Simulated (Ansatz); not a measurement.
# HgSe (F-43m) in Ansatz: settings compared

One crystal, HgSe, is run at these levels: PBEsol, LDA, PBE; tasks: band structure, density of states.

Program: Ansatz 0.2.0. These are calculated values, not measurements. Logs are shortened: lines on timing, memory, paths and dates and some standing lists are left out, and cuts for length are marked.

**1. Starting point**

It takes space group F-43m (No. 216, cubic). Conventional cell: a = 6.078 Å, b = 6.078 Å, c = 6.078 Å, α = 90.00°, β = 90.00°, γ = 90.00°. Around Hg (site symmetry -43m) lie 4 Se at 2.63 Å. Se (site symmetry -43m) is surrounded by 4 Hg at 2.63 Å.

**2. Band structure, PBEsol**

The input, input.yaml:

```yaml
crystal:
  lattice:
    - [0.0, 3.039, 3.039]
    - [3.039, 0.0, 3.039]
    - [3.039, 3.039, 0.0]
  atoms:
    - { symbol: Hg, position: [0.0, 0.0, 0.0] }
    - { symbol: Se, position: [0.75, 0.75, 0.75] }
kpoints:
  mp_grid: { grid: [8, 8, 8] }
  band_path:
    path:
      - [0.0, 0.0, 0.0]
      - [0.5, 0.0, 0.5]
      - [0.5, 0.25, 0.75]
      - [0.375, 0.375, 0.75]
      - [0.0, 0.0, 0.0]
      - [0.5, 0.5, 0.5]
      - [0.625, 0.25, 0.625]
      - [0.5, 0.25, 0.75]
    npoints: 10
scf:
  occupations: { method: fermi_dirac, width: 0.05 }
hamiltonian:
  xc: pbesol
  pseudopotentials: { kind: all_electron, lapw: { basis_error: 0.001 } }
output:
  forces: true
  stress: true
  eigenvalues: true
```

Potentials or basis: all-electron LAPW, scalar-relativistic.

Command:

```
$ ansatz run input.yaml --threads 1 --pin off --max-ram 3072MiB --backend cpu --events-out ev --progress --plain --runs-dir out
```

Log:

```text
Warning: RAYON_NUM_THREADS=1 ignored (pool sized by the plan → 1); use --threads N
LAPW: plane waves up to 8.541 Å⁻¹, error target 1.0e-3 eV per atom; small_component_spin mean_spin; Se in spheres of 1.257 Å, 24 of its electrons in bands, Dirac shells []; Hg in spheres of 1.375 Å, 44 of its electrons in bands, Dirac shells [] (how accurate: hamiltonian.pseudopotentials.lapw.basis_error, Limitations)
Engine: ansatz 0.2.0, x86_64-unknown-linux-gnu
Pseudopotentials: kind: all_electron
Pseudopotential: Hg, LAPW, valence charge 44, lapw/all_electron/scalar/gaussian/Hg, Koelling and Harmon's equation, gaussian nucleus
Pseudopotential: Se, LAPW, valence charge 24, lapw/all_electron/scalar/gaussian/Se, Koelling and Harmon's equation, gaussian nucleus
Functional definition: PBEsol
  exchange = pbesol_x
  correlation = pbesol_c
Crystal: 2 atoms, lattice volume = 56.133 Å³
Basis set: ecut = 277.9163077201866 eV, 609 PW (Γ), exchange–correlation at level 2
Bands: 41, of which v1, the nominal top of the filled ones, is band 34 counted from 1 (33 counted from 0)
Symmetry: 24 space group operations
Space group: F-43m (ITA 216), of the structure as read, at distance tolerance 3.8e-5 Å
k-points: 29 of 512 (time reversal used)
Non-local potential: Hg, projectors of the file, none
Non-local potential: Se, projectors of the file, none
Initial density: superposition of atomic densities (chi_scale 0.1, normalization cell, long waves kept (reshape's long-wave potential 0.00 eV rms))
Initial wavefunctions: plane waves of lowest kinetic energy (no species holds an atomic orbital)
Functional: x = pbesol(κ = 0.804, μ = 0.12345679012345678), c = pbesol(β = 0.046)
iter 1 solved again at ethr=1.00e-3 eV; its pass at ethr=1.00e-1 eV (dr2=6.82e-1 eV) is discarded
SCF iter   1: F=—  HF=-599765.952233 eV  |F-HF|=—  |Δ(HF+E_count)|=         —  Δρ=2.51e-2  dr2=6.82e-1  ethr=1.00e-3  ⟨swp⟩=2.0  Hψ=7337  notcnv=0
preconditioner: auto → none  [insulator: Δε(μ)=0.645 eV  Ē_g=13.249 eV  σ=0.050 eV  W_gap=0.76  n_scr=14 (ndim 8)  ℏωp=21.0 eV  f_vac=0.333  D(μ)=0.06/eV (n_scr^D=0)  ε∞_Penn≈3.5]
iter 2 solved again at ethr=4.20e-5 eV; its pass at ethr=1.00e-3 eV (dr2=2.86e-2 eV) is discarded
SCF iter   2: F=—  HF=-599765.692117 eV  |F-HF|=—  |Δ(HF+E_count)|=   2.60e-1  Δρ=7.03e-3  dr2=2.86e-2  ethr=4.20e-5  ⟨swp⟩=2.0  Hψ=6139  notcnv=0
SCF iter   3: F=—  HF=-599765.644516 eV  |F-HF|=—  |Δ(HF+E_count)|=   4.76e-2  Δρ=4.05e-3  dr2=7.87e-3  ethr=4.20e-5  ⟨swp⟩=2.1  Hψ=3656  notcnv=0
SCF iter   4: F=—  HF=-599765.642792 eV  |F-HF|=—  |Δ(HF+E_count)|=         —  Δρ=1.07e-3  dr2=4.77e-4  ethr=1.16e-5  ⟨swp⟩=2.0  Hψ=3452  notcnv=0
the basis was enlarged: its passes take 42.0 KiB over the memory plan, 1 of 1 planned eigensolver slots
SCF iter   5: F=—  HF=-599765.642682 eV  |F-HF|=—  |Δ(HF+E_count)|=   1.09e-4  Δρ=1.33e-4  dr2=5.16e-6  ethr=7.02e-7  ⟨swp⟩=2.0  Hψ=3452  notcnv=0
SCF iter   6: F=—  HF=-599765.642684 eV  |F-HF|=—  |Δ(HF+E_count)|=   1.57e-6  Δρ=2.97e-5  dr2=3.66e-7  ethr=7.59e-9  ⟨swp⟩=2.1  Hψ=3454  notcnv=0
SCF iter   7: F=-599765.642684 eV  HF=-599765.642684 eV  |F-HF|=2.35e-8  |Δ(HF+E_count)|=   1.84e-7  Δρ=5.41e-6  dr2=9.53e-9  ethr=5.38e-10  ⟨swp⟩=3.0  Hψ=3570  notcnv=0
SCF 1 converged in 7 iterations: F = -599765.642684 eV  dr2 = 9.53e-9
NSCF: frozen V_eff on 71 k-points
SCF converged after 7 iterations
Free energy (F): -599765.642684 eV
Harris-Foulkes:  -599765.642684 eV  (|F-HF|=2.35e-8)
Internal energy: -599765.642087 eV  (E = F + TS)
E sigma→0 (E₀):  -599765.642386 eV
Entropy (-TS):   -0.000597 eV (-0.298 meV/atom)
Fermi energy:    10.386130 eV
--- Per-component energies (eV) ---
  E_band       = -6526.252908
  E_kinetic    = 678146.760754
  E_xc         = -12339.129105
  E_electrostatic = -1265573.273737  (all electrons and nuclei)
  E_smearing   = -0.000597  (= −TS)
  E_closure    = 0.000000  (closes the sum)
  E_atoms      = -599760.826423  (free atoms, spherical and without spin; not in F)
  Σ components = -599765.642684   (vs F -599765.642684, Δ=0.00e0)
  Basis errors (estimates in eV, not in F): energy 4.4e-4 per atom: plane waves 4.0e-4 (2.4e-4 summed), levels above the bands 7.9e-98, relativity 4.7e-8, radial functions 4.0e-5, core shells 3.2e-8; eigenvalues (radial functions only) 1.5e-6; not estimated: angular momenta, meshes, grids; target (lapw.basis_error) 1.0e-3; muffin-tin radii Se 1.257 Å, Hg 1.375 Å
--- Forces (eV/Å), atoms counted from 1 ---
  atom   1  Hg     0.00000000    -0.00000000    -0.00000000
  atom   2  Se    -0.00000000     0.00000000     0.00000000
  max |Σ_I F_I| component: 2.78e-17 eV/Å
--- Stress (GPa, compression-positive) ---
        1.515760       0.000000      -0.000000
        0.000000       1.515760       0.000000
       -0.000000       0.000000       1.515760
  P = ⅓ Tr σ = 1.5158 GPa (15.158 kbar)
--- Band table (eV; the first three rows and the last of 29) ---
  k-point 0: bands = ["-334.2309", "-334.2309", "-334.2284", "-334.2284", "-334.2284", "-197.1322", "-136.7965", "-136.7965", "-136.7965", "-104.2034", "-82.1518", "-82.1518", "-82.1518", "-82.1504", "-82.1504", "-82.1504", "-82.1488", "-52.6161", "-52.6161", "-52.6161", "-37.2283", "-37.2283", "-37.2283", "-37.2249", "-37.2249", "-3.1749", "3.1477", "3.1477", "3.1477", "3.9027", "3.9027", "9.3047", "10.3317", "10.3317", "10.3317", "15.7575", "15.7575", "15.7575", "18.6526", "21.6562", "21.6562"]
  k-point 1: bands = ["-334.2309", "-334.2309", "-334.2284", "-334.2284", "-334.2284", "-197.1322", "-136.7965", "-136.7965", "-136.7965", "-104.2034", "-82.1518", "-82.1518", "-82.1518", "-82.1504", "-82.1504", "-82.1504", "-82.1488", "-52.6161", "-52.6161", "-52.6161", "-37.2283", "-37.2283", "-37.2283", "-37.2249", "-37.2249", "-3.1071", "3.1741", "3.1785", "3.1785", "3.9002", "3.9002", "8.4320", "10.1703", "10.1703", "10.9048", "15.3912", "15.9767", "15.9767", "19.6596", "20.7107", "20.7107"]
  k-point 2: bands = ["-334.2309", "-334.2309", "-334.2284", "-334.2284", "-334.2284", "-197.1322", "-136.7965", "-136.7965", "-136.7965", "-104.2034", "-82.1518", "-82.1518", "-82.1518", "-82.1504", "-82.1504", "-82.1504", "-82.1488", "-52.6163", "-52.6161", "-52.6161", "-37.2284", "-37.2283", "-37.2283", "-37.2249", "-37.2249", "-2.9384", "3.2471", "3.2471", "3.3126", "3.9054", "3.9054", "7.0405", "9.8105", "9.8105", "11.3375", "15.5855", "16.3652", "16.3652", "19.7010", "20.4031", "20.4031"]
  k-point 28: bands = ["-334.2309", "-334.2309", "-334.2284", "-334.2284", "-334.2284", "-197.1322", "-136.7965", "-136.7965", "-136.7965", "-104.2034", "-82.1518", "-82.1518", "-82.1518", "-82.1504", "-82.1504", "-82.1504", "-82.1488", "-52.6164", "-52.6163", "-52.6162", "-37.2285", "-37.2284", "-37.2283", "-37.2249", "-37.2248", "-2.5238", "3.4402", "3.5498", "3.8153", "3.8456", "4.5247", "4.9879", "7.5414", "7.8777", "13.9318", "15.3597", "16.3247", "17.6512", "20.4822", "22.5753", "22.7682"]
```

It took 22 s on 1 thread of Intel Xeon Platinum 8488C (Sapphire Rapids), shared host; peak memory 0.36 GiB.

Results:

| Item | Value |
| --- | --- |
| Free energy | -599765.6427 eV |
| Pressure | 1.5 GPa |
| Band gap along the path | none (metal or under the smearing width) |

Levels at the corners of the path, in eV from the Fermi level:
| point | band 31 | band 32 | band 33 | band 34 | band 35 | band 36 | band 37 | band 38 |
| --- | --- | --- | --- | --- | --- | --- | --- | --- |
| Γ | -6.48 | -1.08 | -0.05 | -0.05 | -0.05 | 5.37 | 5.37 | 5.37 |
| X | -6.12 | -5.18 | -2.39 | -2.39 | 2.68 | 2.82 | 8.25 | 9.73 |
| W | -5.86 | -5.40 | -2.84 | -2.51 | 3.55 | 4.97 | 5.94 | 7.27 |
| K | -5.95 | -5.35 | -2.99 | -1.96 | 2.82 | 4.34 | 7.75 | 8.11 |
| Γ | -6.48 | -1.08 | -0.05 | -0.05 | -0.05 | 5.37 | 5.37 | 5.37 |
| L | -6.16 | -5.63 | -1.04 | -1.04 | 0.98 | 6.14 | 6.14 | 6.82 |
| U | -5.95 | -5.35 | -2.99 | -1.96 | 2.82 | 4.34 | 7.75 | 8.11 |
| W | -5.86 | -5.40 | -2.84 | -2.51 | 3.55 | 4.97 | 5.94 | 7.27 |

Caveat: spin-orbit coupling is left out, which moves the levels of the heavy elements.

**3. Band structure, LDA**

Edit input.yaml of step 2 so:

```diff
@@ -20,3 +20,3 @@
       - [0.5, 0.25, 0.75]
-    npoints: 10
+    npoints: 12
 scf:
@@ -24,3 +24,3 @@
 hamiltonian:
-  xc: pbesol
+  xc: lda
   pseudopotentials: { kind: all_electron, lapw: { basis_error: 0.001 } }
```

Potentials or basis: all-electron LAPW, scalar-relativistic.

Command:

```
$ ansatz run input.yaml --threads 1 --pin off --max-ram 3072MiB --backend cpu --events-out ev --progress --plain --runs-dir out
```

It took 24 s on 1 thread of Intel Xeon Platinum 8488C (Sapphire Rapids), shared host; peak memory 0.37 GiB.

The run converged. Its results:

| Item | Value |
| --- | --- |
| Free energy | -599579.3446 eV |
| Pressure | -0.4 GPa |
| Band gap along the path | none (metal or under the smearing width) |

Levels at the corners of the path, in eV from the Fermi level:
| point | band 31 | band 32 | band 33 | band 34 | band 35 | band 36 | band 37 | band 38 |
| --- | --- | --- | --- | --- | --- | --- | --- | --- |
| Γ | -6.49 | -1.21 | -0.05 | -0.05 | -0.05 | 5.34 | 5.34 | 5.34 |
| X | -6.13 | -5.21 | -2.39 | -2.39 | 2.62 | 2.75 | 8.15 | 9.65 |
| W | -5.87 | -5.43 | -2.85 | -2.51 | 3.49 | 4.92 | 5.86 | 7.21 |
| K | -5.97 | -5.38 | -3.00 | -1.96 | 2.76 | 4.28 | 7.67 | 8.07 |
| Γ | -6.49 | -1.21 | -0.05 | -0.05 | -0.05 | 5.34 | 5.34 | 5.34 |
| L | -6.17 | -5.66 | -1.04 | -1.04 | 0.90 | 6.11 | 6.11 | 6.72 |
| U | -5.97 | -5.38 | -3.00 | -1.96 | 2.76 | 4.28 | 7.67 | 8.07 |
| W | -5.87 | -5.43 | -2.85 | -2.51 | 3.49 | 4.92 | 5.86 | 7.21 |

Caveat: spin-orbit coupling is left out, which moves the levels of the heavy elements.

**4. Density of states, PBE**

The input, input.yaml:

```yaml
crystal:
  lattice:
    - [0.0, 3.039, 3.039]
    - [3.039, 0.0, 3.039]
    - [3.039, 3.039, 0.0]
  atoms:
    - { symbol: Hg, position: [0.0, 0.0, 0.0] }
    - { symbol: Se, position: [0.75, 0.75, 0.75] }
kpoints:
  mp_grid: { grid: [8, 8, 8] }
scf:
  occupations: { method: fermi_dirac, width: 0.05 }
hamiltonian:
  xc: pbe
  pseudopotentials: { kind: all_electron, datasets: crystal }
output:
  forces: true
  stress: true
  eigenvalues: true
  dos: { projected: false, de: 0.1, e_range: [-10, 8] }
```

Potentials or basis: all-electron PAW datasets made for the crystal.

Command:

```
$ ansatz run input.yaml --threads 1 --pin off --max-ram 3072MiB --backend cpu --events-out ev --progress --plain --runs-dir out
```

Run time: 9 s. Hardware: 1 thread of Arm Neoverse V1, shared host; peak memory 0.52 GiB.

Results (log left out):

```yaml
Free_energy: -599955.8762 eV
Pressure: 4.7 GPa
Band_gap_on_the_k_mesh: none (metal or under the smearing width)
```

Levels at points of the mesh, in eV from the Fermi level:
| k point | band 6 | band 7 | band 8 | band 9 | band 10 | band 11 |
| --- | --- | --- | --- | --- | --- | --- |
| (0.00, 0.00, 0.00) | -6.49 | -0.98 | -0.06 | -0.06 | -0.06 | 5.44 |
| (0.00, 0.00, -0.50) | -6.16 | -5.58 | -1.03 | -1.03 | 1.07 | 6.21 |
| (0.00, -0.50, -0.50) | -6.12 | -5.15 | -2.36 | -2.36 | 2.74 | 2.95 |

States per cell in windows of 1 eV (zero at the Fermi level; states under -8 eV left out):
```csv
from (eV),total
-8.0,3.40
-7.0,6.59
-6.0,0.89
-5.0,0.72
-4.0,0.28
-3.0,1.73
-2.0,1.89
-1.0,0.51
0.0,0.05
1.0,0.54
2.0,1.19
3.0,0.53
4.0,0.96
5.0,1.05
6.0,2.10
```

Caveat: the program warned that the printed levels may be off, so bands, gaps and densities of states are rough. The run has no spin-orbit coupling, so splittings on Hg are missing.

**5. Overview**

| task | level | potentials or basis | cutoff (eV) | basis error allowed | pressure (GPa) |
| --- | --- | --- | --- | --- | --- |
| band structure | PBEsol | all-electron LAPW, scalar-relativistic | 278 | 0.001 eV/atom | 1.5 |
| band structure | LDA | all-electron LAPW, scalar-relativistic | 278 | 0.001 eV/atom | -0.4 |
| density of states | PBE | all-electron PAW datasets made for the crystal | 240 | - | 4.7 |

Alike in all rows: no spin polarisation; cell as given; k mesh 8 × 8 × 8; smearing fermi-dirac 0.05 eV.

Caveats: spin-orbit coupling is left out, which moves the levels of the heavy elements (some runs); the program warned that the printed levels may be off, so bands, gaps and densities of states are rough (some runs).

Compare energies only between runs with the same functional and basis.
